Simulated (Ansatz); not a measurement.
**Ti: one atom moved over a plane**

This session takes Ti and sets out to map the energy of atom 1 (Ti) over a plane.

Method: DFT PBEsol, scalar-relativistic, plane waves, PAW, in Ansatz 0.2.0.

2 further runs of the same task are left out: 1 that didn't finish, 1 set aside as unsound or not needed. Runs told in other sessions of the task aren't counted.

## Step 1: Starting point

The structure is hexagonal, space group P6/mmm (No. 191). The conventional cell has a = 4.515 Å, b = 4.515 Å, c = 2.799 Å, α = 90.00°, β = 90.00°, γ = 120.00°. Around Ti (site symmetry 6/mmm) lie 14 Ti at 2.80 to 2.96 Å. Ti (site symmetry -6m2) has 11 Ti at 2.61 to 2.96 Å in its first shell of neighbours.

As a file:

```
CELL_PARAMETERS angstrom
4.51529 0.00000 0.00000
-2.25765 3.91036 0.00000
0.00000 0.00000 2.79879
ATOMIC_POSITIONS crystal
Ti 0.00000 0.00000 0.00000
Ti 0.33333 0.66667 0.50000
Ti 0.66667 0.33333 0.50000
```

It goes back to an entry of the Materials Project, which need not be the stable form.

It is the result of an earlier relaxation at this level (volume 16.47 Å³/atom; gap on the mesh: none (metal)).

## Step 2: Zero of energy

The reference gives a free energy of -7421.7479 eV, pressure -0.02 GPa, largest force 0.000 eV/Å and gap on the mesh none (metal). It was computed beforehand with the settings of the runs below.

## Step 3: Next: one atom moved over a plane

Atom 1 (Ti) is moved by p along (1.000, 0.000, 0.000) and q along (0.000, 1.000, 0.000) (Å), all else fixed; its images in the other cells move with it. Points alike by symmetry are run once.

## Step 4: p = -0.200, q = -0.200

Input file input.yaml:

```yaml
crystal:
  lattice:
    - [4.5152900637, 0.0, 0.0]
    - [-2.2576450318, 3.9103559006, 0.0]
    - [0.0, 0.0, 2.7987936544]
  atoms:
    - { symbol: Ti, position: [-0.0698670627, -0.0511462396, 0.0] }
    - { symbol: Ti, position: [0.3333333333, 0.6666666667, 0.5] }
    - { symbol: Ti, position: [0.6666666667, 0.3333333333, 0.5] }
basis:
  ecutwfc: 420
kpoints:
  mp_grid: { grid: [12, 12, 18] }
hamiltonian:
  xc: pbesol
scf:
  occupations: { method: gaussian, width: 0.15 }
output:
  forces: true
  stress: true
  eigenvalues: true
```

Command:

```sh
> ansatz run input.yaml --threads 2 --pin off --max-ram 5120MiB --backend cpu --events-out ev --progress --plain --runs-dir out
```

## Step 5: Point p = -0.200, q = 0.000

input.yaml: that of step 4 with these lines changed.

```diff
@@ -6,3 +6,3 @@
   atoms:
-    - { symbol: Ti, position: [-0.0698670627, -0.0511462396, 0.0] }
+    - { symbol: Ti, position: [-0.0442939428, 0.0, 0.0] }
     - { symbol: Ti, position: [0.3333333333, 0.6666666667, 0.5] }
```

## Step 6: p = 0.000, q = -0.200

input.yaml: that of step 5 with these lines changed.

```diff
@@ -6,3 +6,3 @@
   atoms:
-    - { symbol: Ti, position: [-0.0442939428, 0.0, 0.0] }
+    - { symbol: Ti, position: [-0.0255731198, -0.0511462396, 0.0] }
     - { symbol: Ti, position: [0.3333333333, 0.6666666667, 0.5] }
```

## Step 7: p = -0.200, q = -0.100

input.yaml: that of step 6 with these lines changed.

```diff
@@ -6,3 +6,3 @@
   atoms:
-    - { symbol: Ti, position: [-0.0255731198, -0.0511462396, 0.0] }
+    - { symbol: Ti, position: [-0.0570805028, -0.0255731198, 0.0] }
     - { symbol: Ti, position: [0.3333333333, 0.6666666667, 0.5] }
@@ -21 +21,5 @@
   eigenvalues: true
+  write_density: true
+  write_potential: true
+  elf: true
+  volumetric_format: npy
```

## Step 8: p = -0.100, q = -0.200

input.yaml: that of step 7 with these lines changed.

```diff
@@ -6,3 +6,3 @@
   atoms:
-    - { symbol: Ti, position: [-0.0570805028, -0.0255731198, 0.0] }
+    - { symbol: Ti, position: [-0.0477200912, -0.0511462396, 0.0] }
     - { symbol: Ti, position: [0.3333333333, 0.6666666667, 0.5] }
@@ -21,5 +21 @@
   eigenvalues: true
-  write_density: true
-  write_potential: true
-  elf: true
-  volumetric_format: npy
```

## Step 9: Point p = -0.100, q = 0.000

input.yaml: that of step 8 with these lines changed.

```diff
@@ -6,3 +6,3 @@
   atoms:
-    - { symbol: Ti, position: [-0.0477200912, -0.0511462396, 0.0] }
+    - { symbol: Ti, position: [-0.0221469714, 0.0, 0.0] }
     - { symbol: Ti, position: [0.3333333333, 0.6666666667, 0.5] }
```

## Step 10: p = 0.000, q = -0.100

input.yaml: that of step 9 with these lines changed.

```diff
@@ -6,3 +6,3 @@
   atoms:
-    - { symbol: Ti, position: [-0.0221469714, 0.0, 0.0] }
+    - { symbol: Ti, position: [-0.0127865599, -0.0255731198, 0.0] }
     - { symbol: Ti, position: [0.3333333333, 0.6666666667, 0.5] }
```

(Steps that only read results are left out.)

Before running it: what results should come out? Wanted: highest point; lowest point away from the origin.

The runs gave:

| quantity | value |
| --- | --- |
| highest point | 0.166 eV/cell at (p, q) = (-0.200, -0.200) |
| lowest point away from the origin | 0.016 eV/cell at (0.000, -0.100) |

**Reading.** No computed point lies below the origin. Read as harmonic, the points at ±0.100 Å give force constants of 3.24 eV/Å² along p and 3.24 eV/Å² along q, so the site is nearly isotropic in this plane.
